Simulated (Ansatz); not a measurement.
System: chalcopyrite CuInS2. Method: PBE-D3(BJ) in Ansatz (plane waves, PAW).

The run printed, among other lines:

```
Relaxation: its limit of steps is 80 (relax.max_steps)
Crystal: 8 atoms, lattice volume = 171.483 Å³
Basis set: ecut = 520 eV, 4621 PW (Γ), exchange–correlation on 108×108×108 points (8 copies of the dense FFT grid, shifted against one another)
Bands: 53, of which v1, the nominal top of the filled ones, is band 44 counted from 1 (43 counted from 0)
Symmetry: 8 space group operations
Space group: I-42d (ITA 122), of the structure as read, at distance tolerance 5.6e-5 Å
k-points: 102 of 1000 (time reversal used)
Functional: x = pbe(κ = 0.804, μ = 0.2195149727645171), c = pbe(β = 0.06672455060314922)
SCF iter   1: F=—  HF=-28060.811770 eV  |F-HF|=—  |Δ(HF+E_count)|=         —  Δρ=9.37e-4  dr2=9.88e-4
SCF iter   2: F=—  HF=-28060.813136 eV  |F-HF|=—  |Δ(HF+E_count)|=   1.37e-3  Δρ=4.05e-4  dr2=9.67e-5
  ...
SCF 1 converged in 6 iterations: F = -28060.813289 eV  dr2 = 8.79e-8
Crystal: 8 atoms, lattice volume = 171.483 Å³
Initial density: handed on by an earlier stage of this run
SCF 2 converged in 5 iterations: F = -28060.813521 eV  dr2 = 1.87e-8
Crystal: 8 atoms, lattice volume = 171.483 Å³
SCF 3 converged in 5 iterations: F = -28060.813554 eV  dr2 = 5.41e-9
Crystal: 8 atoms, lattice volume = 171.483 Å³
SCF iter   5: F=—  HF=-28060.813554 eV  |F-HF|=—  |Δ(HF+E_count)|=  3.64e-11  Δρ=9.81e-8  dr2=2.00e-11
SCF iter   6: F=-28060.813554 eV  HF=-28060.813554 eV  |F-HF|=3.64e-12  |Δ(HF+E_count)|=  2.91e-11  Δρ=2.60e-8  dr2=1.47e-12
SCF 4 converged in 6 iterations: F = -28060.813554 eV  dr2 = 1.47e-12
SCF converged after 6 iterations
Free energy (F): -28060.813554 eV
Internal energy: -28060.813495 eV  (E = F + TS)
E sigma→0 (E₀):  -28060.813525 eV
Fermi energy:    7.948068 eV
--- Forces (eV/Å), atoms counted from 1 ---
  atom   1  In     0.00000000     0.00000000    -0.00000000
  atom   2  In     0.00000000    -0.00000000     0.00000000
  atom   3  Cu     0.00000000    -0.00000000    -0.00000000
  atom   4  Cu     0.00000000     0.00000000    -0.00000000
  atom   5  S      0.00001386     0.00000000    -0.00000000
  atom   6  S      0.00000000    -0.00001386    -0.00000000
  atom   7  S     -0.00001386     0.00000000     0.00000000
  atom   8  S      0.00000000     0.00001386    -0.00000000
--- Stress (GPa, compression-positive) ---
       -1.373219       0.000000       0.000000
        0.000000      -1.373219       0.000000
       -0.000000       0.000000      -1.373882
  P = ⅓ Tr σ = -1.3734 GPa (-13.734 kbar)
```

Q: Write an input file that could have produced this run (the log leaves some choices open).

A: This is not unique; one that fits is 
Ansatz 0.2 input:
```yaml
crystal:
  lattice:
    - [-2.7714601023, 2.7714601023, 5.5814032617]
    - [2.7714601023, -2.7714601023, 5.5814032617]
    - [2.7714601023, 2.7714601023, -5.5814032617]
  atoms:
    - { symbol: In, position: [0.5, 0.5, 0.0] }
    - { symbol: In, position: [0.25, 0.75, 0.5] }
    - { symbol: Cu, position: [0.0, 0.0, 0.0] }
    - { symbol: Cu, position: [0.75, 0.25, 0.5] }
    - { symbol: S, position: [0.875, 0.9064185371, 0.5314185371] }
    - { symbol: S, position: [0.0935814629, 0.625, 0.9685814629] }
    - { symbol: S, position: [0.375, 0.3435814629, 0.4685814629] }
    - { symbol: S, position: [0.6564185371, 0.125, 0.0314185371] }
basis:
  ecutwfc: 520
  ecutrho_ratio: 4
  xc_grid: 2
kpoints:
  mp_grid: { grid: [10, 10, 10] }
hamiltonian:
  xc: pbe
  dispersion: d3bj
  pseudopotentials: { kind: paw }
scf:
  occupations: { method: fermi_dirac, width: 0.01 }
output:
  forces: true
  stress: true
  eigenvalues: true
relax:
  f_tol: 0.004
  escape_saddle: false
  max_steps: 80
  cell: { stress_tol: 0.02, fix: [volume] }
```

The cell is one volume of an energy–volume scan, off the minimum.

Cost on a shared machine: around 6 core-minutes (rough).

Ansatz is a quantum-chemistry and plane-wave program.
